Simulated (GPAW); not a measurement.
# KCl (Sylvite) (Fm-3m) in GPAW: settings compared

The runs below take KCl (Sylvite) through equation of state, band structure, with PBEsol+D3, PBE.

All numbers are computed with GPAW 26.7.0; they aren't measurements. Logs are shortened: lines on timing, memory, paths and dates and some standing lists are left out, and cuts for length are marked. The log counts tension as positive stress, the text compression.

**Experimental background.**

From a printed reference work, monograph, for a bulk crystal of KCl: band gap 8.68 eV.

The runs below are set against these values where they give the same quantity.

## Step 1: Starting point

Symmetry: Fm-3m, No. 225, cubic system. The conventional cell has a = 6.293 Å, b = 6.293 Å, c = 6.293 Å, α = 90.00°, β = 90.00°, γ = 90.00°. Around K (site symmetry m-3m) lie 6 Cl at 3.15 Å. Around Cl (site symmetry m-3m) lie 6 K at 3.15 Å.

## Step 2: Equation of state, PBEsol+D3

The input, run.py:

```python
from ase.calculators.mixing import SumCalculator
from ase.eos import EquationOfState
from ase.io import Trajectory
from ase.spacegroup import crystal
from ase.units import GPa
from dftd3.ase import DFTD3
from gpaw import GPAW, PW, setup_paths

setup_paths.insert(0, '.')

# K 4a
# Cl 4b
atoms = crystal(['K', 'Cl'],
                basis=[[0.0, 0.0, 0.0],
                       [0.5, 0.0, 0.0]],
                spacegroup=225, setting=1,  # Fm-3m
                cellpar=[6.29294, 6.29294, 6.29294, 90.0, 90.0, 90.0],
                primitive_cell=True)

traj = Trajectory('eos.traj', 'w')
volumes, energies = [], []
for x in [0.94, 0.96, 0.98, 1.0, 1.02, 1.04, 1.06]:
    a = atoms.copy()
    a.set_cell(atoms.cell * x**(1 / 3), scale_atoms=True)
    calc = GPAW(mode=PW(600),
                xc='PBEsol',
                kpts={'size': (7, 7, 7), 'gamma': True},
                occupations={'name': 'fermi-dirac', 'width': 0.05},
                nbands=16,
                convergence={'density': 1e-05, 'energy': 1e-05},
                maxiter=150,
                txt=f'eos-{x:.2f}.txt')
    a.calc = SumCalculator([calc, DFTD3(method='pbesol', damping='d3zero')])
    energies.append(a.get_potential_energy())
    volumes.append(a.get_volume())
    p = -a.get_stress()[:3].mean() / GPa
    calc.write(f'eos-{x:.2f}.gpw')
    traj.write(a)
    print(f'{x:.2f} {volumes[-1]:10.4f} A^3 {energies[-1]:14.6f} eV {p:9.3f} GPa', flush=True)

v0, e0, B = EquationOfState(volumes, energies, eos='birchmurnaghan').fit()
print(f'V0 = {v0:.4f} A^3, E0 = {e0:.6f} eV, B0 = {B / GPa:.2f} GPa')
```

Potentials or basis: PAW data sets generated in the run's folder for this functional, pw.

Run with:

```bash
$ gpaw-setup -f PBEsol Cl K
$ OMP_NUM_THREADS=1 python run.py
```

Output:

```text
__  _  _
 | _ |_)|_||  |
 |__||  | ||/\| - 26.7.0

Input parameters:
  mode=PW(ecut=600.0),
  convergence={'density': 1e-05, 'energy': 1e-05},
  kpts=MonkhorstPack(size=(7, 7, 7), gamma=True),
  maxiter=150,
  nbands=16,
  occupations=Occupations(name='fermi-dirac', width=0.05),
  xc=XC(name='PBEsol')

Diagonalizing LCAO Hamiltonian
Converting LCAO to pw mode

                Cl

       K

Atoms  # Å, Bohr magnetons
|   | symbol |        x |        y |        z |    initial magnetic moments |
|---|--------|----------|----------|----------|-----------------------------|
| 0 |      K | 0.000000 | 0.000000 | 0.000000 | ( 0.0000,  0.0000,  0.0000) |
| 1 |     Cl | 3.082238 | 3.082238 | 3.082238 | ( 0.0000,  0.0000,  0.0000) |

Unit cell  # Å
| periodic |        x |        y |        z |  lengths |    angles |
|----------|----------|----------|----------|----------|-----------|
|      yes | 0.000000 | 3.082238 | 3.082238 | 4.358943 | 60.000000 |
|      yes | 3.082238 | 0.000000 | 3.082238 | 4.358943 | 60.000000 |
|      yes | 3.082238 | 3.082238 | 0.000000 | 4.358943 | 60.000000 |

Number of symmetries: 48
Symmetry operations  # r_c * U_cc + t_c -> r_c
|    | kind |            matrix            |
|----|------|------------------------------|
|  0 |  σ   |  1, 0, 0,  1, 0,-1,  1,-1, 0 |
|  1 |  C2  |  1, 0, 0,  1,-1, 0,  1, 0,-1 |
|  2 |  E   |  1, 0, 0,  0, 1, 0,  0, 0, 1 |
|  3 |  σ   |  1, 0, 0,  0, 0, 1,  0, 1, 0 |
|  4 |  C4  |  1, 0,-1,  1, 0, 0,  1,-1, 0 |
|  5 |  S6  |  1, 0,-1,  1,-1, 0,  1, 0, 0 |
|  6 |  σ   |  1, 0,-1,  0, 1,-1,  0, 0,-1 |
|  7 |  C3  |  1, 0,-1,  0, 0,-1,  0, 1,-1 |
|  8 |  S6  |  1,-1, 0,  1, 0, 0,  1, 0,-1 |
|  9 |  C4  |  1,-1, 0,  1, 0,-1,  1, 0, 0 |
| 10 |  C3  |  1,-1, 0,  0,-1, 1,  0,-1, 0 |
| 11 |  σ   |  1,-1, 0,  0,-1, 0,  0,-1, 1 |
| 12 |  σ   |  0, 1, 0,  1, 0, 0,  0, 0, 1 |
| 13 |  C4  |  0, 1, 0,  0, 1,-1, -1, 1, 0 |
| 14 |  C3  |  0, 1, 0,  0, 0, 1,  1, 0, 0 |
| 15 |  S6  |  0, 1, 0, -1, 1, 0,  0, 1,-1 |
| 16 |  C2  |  0, 1,-1,  1, 0,-1,  0, 0,-1 |
| 17 |  σ   |  0, 1,-1,  0, 1, 0, -1, 1, 0 |
| 18 |  S4  |  0, 1,-1,  0, 0,-1,  1, 0,-1 |
| 19 |  C4  |  0, 1,-1, -1, 1, 0,  0, 1, 0 |
| 20 |  C3  |  0, 0, 1,  1, 0, 0,  0, 1, 0 |
| 21 |  σ   |  0, 0, 1,  0, 1, 0,  1, 0, 0 |
| 22 |  S6  |  0, 0, 1,  0,-1, 1, -1, 0, 1 |
| 23 |  C4  |  0, 0, 1, -1, 0, 1,  0,-1, 1 |
| 24 |  S4  |  0, 0,-1,  1, 0,-1,  0, 1,-1 |
| 25 |  C3  |  0, 0,-1,  0, 1,-1,  1, 0,-1 |
| 26 |  C2  |  0, 0,-1,  0,-1, 0, -1, 0, 0 |
| 27 |  S6  |  0, 0,-1, -1, 0, 0,  0,-1, 0 |
| 28 |  S4  |  0,-1, 1,  1,-1, 0,  0,-1, 0 |
| 29 |  C4  |  0,-1, 1,  0, 0, 1, -1, 0, 1 |
| 30 |  C2  |  0,-1, 1,  0,-1, 0,  1,-1, 0 |
| 31 |  σ   |  0,-1, 1, -1, 0, 1,  0, 0, 1 |
| 32 |  C3  |  0,-1, 0,  1,-1, 0,  0,-1, 1 |
| 33 |  S6  |  0,-1, 0,  0, 0,-1, -1, 0, 0 |
| 34 |  S4  |  0,-1, 0,  0,-1, 1,  1,-1, 0 |
| 35 |  C2  |  0,-1, 0, -1, 0, 0,  0, 0,-1 |
| 36 |  C2  | -1, 1, 0,  0, 1, 0,  0, 1,-1 |
| 37 |  S6  | -1, 1, 0,  0, 1,-1,  0, 1, 0 |
| 38 |  S4  | -1, 1, 0, -1, 0, 1, -1, 0, 0 |
| 39 |  C3  | -1, 1, 0, -1, 0, 0, -1, 0, 1 |
| 40 |  S6  | -1, 0, 1,  0, 0, 1,  0,-1, 1 |
| 41 |  C2  | -1, 0, 1,  0,-1, 1,  0, 0, 1 |
| 42 |  C3  | -1, 0, 1, -1, 1, 0, -1, 0, 0 |
| 43 |  S4  | -1, 0, 1, -1, 0, 0, -1, 1, 0 |
| 44 |  C2  | -1, 0, 0,  0, 0,-1,  0,-1, 0 |
| 45 |  i   | -1, 0, 0,  0,-1, 0,  0, 0,-1 |
| 46 |  σ   | -1, 0, 0, -1, 1, 0, -1, 0, 1 |
| 47 |  C2  | -1, 0, 0, -1, 0, 1, -1, 1, 0 |

BZ-sampling:
  Number of BZ points: 343
  Number of IBZ points: 20

  Monkhorst-Pack size: [7, 7, 7]
  Monkhorst-Pack shift: [0, 0, 0]

K-points  # in reciprocal-cell coordinates
|     |                                coordinates |     weight |
|-----|--------------------------------------------|------------|
|   0 | (  0.00000000,   0.00000000,   0.00000000) | 0.00291545 |
|   1 | (  0.14285714,   0.14285714,   0.00000000) | 0.01749271 |
|   2 | (  0.14285714,   0.14285714,   0.14285714) | 0.02332362 |
|   3 | (  0.28571429,   0.14285714,   0.14285714) | 0.03498542 |
|   4 | (  0.28571429,   0.28571429,   0.00000000) | 0.01749271 |
|   5 | (  0.28571429,   0.28571429,   0.14285714) | 0.06997085 |
|   6 | (  0.28571429,   0.28571429,   0.28571429) | 0.02332362 |
|   7 | (  0.42857143,  -0.28571429,  -0.28571429) | 0.03498542 |
|   8 | (  0.42857143,   0.28571429,  -0.42857143) | 0.13994169 |
|   9 | (  0.42857143,   0.28571429,  -0.28571429) | 0.06997085 |
| ... |                                            |            |
|  19 | (  0.42857143,   0.42857143,   0.42857143) | 0.02332362 |

Plane wave coefficients: 1968
Cutoff: 600.0 eV

Spin-components: 1 (collinear spins)
Bands:           16
Projectors:      10
Spin-degeneracy: 2
Datatype:        complex128

Parallelization:
  kpt:    1
  domain: 1
  band:   1

Density:
  Valence electrons: 16.0
  Components: 1
  Grid points: [25 25 25]
  Charge: 0.0  # |e|

Potential:
  Grid points: [25 25 25]

species:
  K:
    name:    Potassium
    Z:       19.0
    valence: 9
    core:    10
    charge:  0.0  # [|e|]
    compensation charges:
      type: gauss
      rc: 0.35  # [Å]
      lmax: 2
    cutoffs:
      filter: 1.91  # [Å]
      core: 1.27  # [Å]
    projectors
    | kind |    occ | energy [eV] | rcut [Å] |
    |------|--------|-------------|----------|
    |   3s |  2.000 |     -35.262 |    1.122 |
    |   4s |  1.000 |      -2.301 |    1.122 |
    |   3p |  6.000 |     -18.797 |    1.106 |
    |    p |        |       8.414 |    1.106 |
    |    d |        |       0.000 |    0.937 |

    Using partial waves for K as LCAO basis

  Cl:
    name:    Chlorine
    Z:       17.0
    valence: 7
    core:    10
    charge:  0.0  # [|e|]
    compensation charges:
      type: gauss
      rc: 0.25  # [Å]
      lmax: 2
    cutoffs:
      filter: 1.40  # [Å]
      core: 1.49  # [Å]
    projectors
    | kind |    occ | energy [eV] | rcut [Å] |
    |------|--------|-------------|----------|
    |   3s |  2.000 |     -20.615 |    0.794 |
    |   3p |  5.000 |      -8.561 |    0.794 |
    |    s |        |       6.597 |    0.794 |
    |    p |        |      18.651 |    0.794 |
    |    d |        |       0.000 |    0.794 |

    Using partial waves for Cl as LCAO basis

Reference energy: -28896.529748  # eV

eigensolver:
  PPCG
  Converge bands: occupied
  niter=2

density mixing:
  MSR1-Mixer
  Pratt-step length: 0.05
  Maximum mixing coefficient: 0.75
  Old densities: 10
  SVD Regularization: 0.005
  Good broyden scale: 1.0
  Trust region scale: 1.0
  Backstep threshold: 4.0
  History deletion threshold: 6.0
  Fourier metric: weight=20.0, sigma=0.015

occupation numbers:
  Fermi-Dirac:
    width: 0.0500  # eV

poisson solver:
  ecut: 4800.0  # eV

xc functional:
  name: PBEsol with 2 nearest neighbor stencil

convergence criteria:
- Maximum integral of absolute [dens]ity change: 1e-05 electrons / valence electron
- Maximum [total energy] change in last 3 cyles: 1e-05 eV / valence electron
- Maximum integral of absolute [eigenst]ate change: 4e-08 eV^2 / valence electron
maximum number of iterations: 150

SCF iterations
|iter     | |      energy | eigst |  dens |
|---------|-|-------------|-------|-------|
|iter:   1| |   -7.341778 | -0.21 |       |
|iter:   2| |   -7.311601 | -2.38 | -1.33 |
|iter:   3| |   -7.181063 | -1.98 | -1.36 |
|iter:   4| |   -7.183790 | -3.26 | -1.73 |
|iter:   5| |   -7.186018 | -4.19 | -2.11 |
|iter:   6| |   -7.186202 | -5.41 | -2.80 |
|iter:   7| |   -7.186213 | -6.66 | -3.50 |
|iter:   8| |   -7.186214c| -7.49c| -4.02 |
|iter:   9| |   -7.186214c| -8.29c| -5.07c|

Converged in 9 steps
Energy contributions relative to reference atoms: (reference = -28896.529748)

Energy contributions:
  Kinetic:           3.924753
  Coulomb:          -3.145769
  Zero:             -0.663545
  External:          0.000000
  Xc:               -7.301652
  Entropy:           0.000000
  Spinorbit:         0.000000
  ----------------------------
  Free energy:      -7.186214
  Extrapolated:     -7.186214

dipole moment: (-22.461524, -22.461524, -22.461524)  # |e|*Ang

Fermi level: 2.069
Eigenvalues  # (at kpt = [0.000, 0.000, 0.000])
| band index |      eig [eV] | occ [0-2] |
|------------|---------------|-----------|
|          0 |       -26.919 |     2.000 |
|          1 |       -12.207 |     2.000 |
|          2 |       -10.481 |     2.000 |
|          3 |       -10.481 |     2.000 |
|          4 |       -10.481 |     2.000 |
|          5 |        -0.043 |     2.000 |
|          6 |        -0.043 |     2.000 |
|          7 |        -0.043 |     2.000 |
|          8 |         5.190 |     0.000 |
|          9 |         8.243 |     0.000 |
|         10 |         8.243 |     0.000 |
|         11 |         8.243 |     0.000 |
|         12 |         9.137 |     0.000 |
|         13 |         9.137 |     0.000 |
|         14 |        12.899 |     0.000 |
|         15 |        16.301 |     0.000 |

Gap: 5.233 eV
Transition (v -> c):
  (s=0, k=0, n=7, [0.00, 0.00, 0.00]) -> (s=0, k=0, n=8, [0.00, 0.00, 0.00])
No difference between direct/indirect transitions

Stress tensor  # eV/Ang^3
|         x |         y |         z |
|-----------|-----------|-----------|
| -0.004371 | -0.000000 | -0.000000 |
| -0.000000 | -0.004371 | -0.000000 |
| -0.000000 | -0.000000 | -0.004371 |

# Writing to eos-0.94.gpw (mode='')
```

Wall time 95 s (1 thread of Arm Neoverse V1, shared host); peak memory 0.25 GiB.

Results:

```yaml
Equilibrium_volume: 30.39 Å³/atom
Bulk_modulus: 17.5 GPa
Pressure_derivative_of_the_bulk_modulus: "5.3 (rough: it moves with the points fitted)"
```

Energy against volume, from the lowest point:
```tsv
volume (Å³/atom)	energy (meV/atom)
29.282	2.40
29.905	0.44
30.528	0.00
31.151	0.99
31.774	3.09
32.397	6.26
33.020	10.38
```

## Step 3: Band structure, PBE

The input, run.py:

```python
from ase import Atoms
from ase.dft.bandgap import bandgap
from ase.io import write
from ase.units import GPa
from gpaw import GPAW, PW

atoms = Atoms(['K', 'Cl'],
              cell=[[0.0, 3.14647, 3.14647],
                    [3.14647, 0.0, 3.14647],
                    [3.14647, 3.14647, 0.0]],
              scaled_positions=[[0.0, 0.0, 0.0],
                                [0.5, 0.5, 0.5]],
              pbc=True)

calc = GPAW(mode=PW(600),
            xc='PBE',
            kpts={'size': (7, 7, 7), 'gamma': True},
            occupations={'name': 'fermi-dirac', 'width': 0.05},
            nbands=16,
            convergence={'density': 1e-05, 'energy': 1e-05},
            maxiter=150,
            txt='gpaw.txt')
atoms.calc = calc
energy = atoms.get_potential_energy()
forces = atoms.get_forces()
stress = atoms.get_stress()
calc.write('gs.gpw')
write('result.traj', atoms)
print(f'Energy: {energy:.6f} eV')
print('Forces (eV/A):')
print(forces.round(4))
print('Stress (GPa):', (stress / GPa).round(3))
print('Fermi level:', round(calc.get_fermi_level(), 4), 'eV')
print(f'Gap: {bandgap(calc)[0]:.4f} eV, direct: {bandgap(calc, direct=True)[0]:.4f} eV')

path = atoms.cell.bandpath('GXWKGLUWLK,UX', npoints=60, eps=1e-4)
bs_calc = calc.fixed_density(kpts=path, symmetry='off', nbands=29,
                             convergence={'bands': 'CBM+6.0', 'eigenstates': 1e-6}, txt='bands.txt')
bs = bs_calc.band_structure()
bs.write('bs.json')
print(f'Gap on the path: {bandgap(bs_calc)[0]:.4f} eV')
```

Potentials or basis: GPAW PAW data sets (gpaw-data 1.2.1), pw.

Run with:

```bash
$ OMP_NUM_THREADS=1 python run.py
```

gpaw.txt:

```text
__  _  _
 | _ |_)|_||  |
 |__||  | ||/\| - 26.7.0

Input parameters:
  mode=PW(ecut=600.0),
  convergence={'density': 1e-05, 'energy': 1e-05},
  kpts=MonkhorstPack(size=(7, 7, 7), gamma=True),
  maxiter=150,
  nbands=16,
  occupations=Occupations(name='fermi-dirac', width=0.05),
  xc=XC(name='PBE')

Diagonalizing LCAO Hamiltonian
Converting LCAO to pw mode

                 Cl

       K

Atoms  # Å, Bohr magnetons
|   | symbol |        x |        y |        z |    initial magnetic moments |
|---|--------|----------|----------|----------|-----------------------------|
| 0 |      K | 0.000000 | 0.000000 | 0.000000 | ( 0.0000,  0.0000,  0.0000) |
| 1 |     Cl | 3.146470 | 3.146470 | 3.146470 | ( 0.0000,  0.0000,  0.0000) |

Unit cell  # Å
| periodic |        x |        y |        z |  lengths |    angles |
|----------|----------|----------|----------|----------|-----------|
|      yes | 0.000000 | 3.146470 | 3.146470 | 4.449781 | 60.000000 |
[... 198 lines left out ...]

Converged in 9 steps
Energy contributions relative to reference atoms: (reference = -28937.202614)

Energy contributions:
  Kinetic:           3.907476
  Coulomb:          -3.221765
  Zero:             -0.622580
  External:          0.000000
  Xc:               -7.032738
  Entropy:          -0.000000
  Spinorbit:         0.000000
  ----------------------------
  Free energy:      -6.969607
  Extrapolated:     -6.969607

dipole moment: (-22.929040, -22.929040, -22.929040)  # |e|*Ang

Fermi level: 1.675
Eigenvalues  # (at kpt = [0.000, 0.000, 0.000])
| band index |      eig [eV] | occ [0-2] |
|------------|---------------|-----------|
|          0 |       -27.496 |     2.000 |
|          1 |       -12.445 |     2.000 |
|          2 |       -10.991 |     2.000 |
|          3 |       -10.991 |     2.000 |
|          4 |       -10.991 |     2.000 |
|          5 |        -0.329 |     2.000 |
[... 8 lines left out ...]
|         14 |        12.647 |     0.000 |
|         15 |        15.635 |     0.000 |

Gap: 5.192 eV
Transition (v -> c):
  (s=0, k=0, n=7, [0.00, 0.00, 0.00]) -> (s=0, k=0, n=8, [0.00, 0.00, 0.00])
No difference between direct/indirect transitions

Forces  # eV/Ang
|       x |        y |       z |
|---------|----------|---------|
| 0.00000 |  0.00000 | 0.00000 |  # K    0
| 0.00000 | -0.00000 | 0.00000 |  # Cl   1

Stress tensor  # eV/Ang^3
|         x |         y |         z |
|-----------|-----------|-----------|
| -0.004277 |  0.000000 |  0.000000 |
|  0.000000 | -0.004277 | -0.000000 |
|  0.000000 | -0.000000 | -0.004277 |

# Writing to gs.gpw (mode='')
```

stdout:

```text
Energy: -6.969607 eV
Forces (eV/A):
[[ 0.  0.  0.]
 [ 0. -0.  0.]]
Stress (GPa): [-0.685 -0.685 -0.685 -0.     0.     0.   ]
Fermi level: 1.6753 eV
Gap: 5.1918 eV, direct: 5.1918 eV
Gap on the path: 5.1918 eV
```

Run time: 59 s. Hardware: 1 thread of Arm Neoverse V1, shared host; peak memory 0.26 GiB.

Results:

| Quantity | Value |
| --- | --- |
| Free energy | -6.9696 eV |
| Pressure | 0.7 GPa |
| Band gap on the k mesh | 5.19 eV, direct |
| Band gap along the path | 5.19 eV, direct |

Levels at the corners of the path, in eV from the valence-band top:
```csv
point,band 5,band 6,band 7,band 8,band 9,band 10,band 11,band 12
Γ,-10.66,0.00,0.00,0.00,5.19,8.36,8.36,8.36
X,-10.72,-0.66,-0.22,-0.22,6.53,8.34,10.06,10.16
W,-10.57,-0.48,-0.47,-0.47,8.03,8.03,9.44,9.83
K,-10.61,-0.56,-0.55,-0.29,7.27,9.06,9.30,10.05
Γ,-10.66,0.00,0.00,0.00,5.19,8.36,8.36,8.36
L,-10.42,-1.05,-0.32,-0.32,7.57,8.60,10.47,10.47
U,-10.61,-0.56,-0.55,-0.29,7.27,9.06,9.30,10.05
W,-10.57,-0.48,-0.47,-0.47,8.03,8.03,9.44,9.83
L,-10.42,-1.05,-0.32,-0.32,7.57,8.60,10.47,10.47
K,-10.61,-0.56,-0.55,-0.29,7.27,9.06,9.30,10.05
U,-10.61,-0.56,-0.55,-0.29,7.27,9.06,9.30,10.05
X,-10.72,-0.66,-0.22,-0.22,6.53,8.34,10.06,10.16
```

## Step 4: How close it comes

Step 3. A measured gap of KCl is 8.68 eV (a printed reference work, monograph); the calculated 5.19 eV misses it by -3.49 eV. The value is that of PBE, without temperature or zero-point motion. Semilocal functionals fall short of measured gaps as a rule.
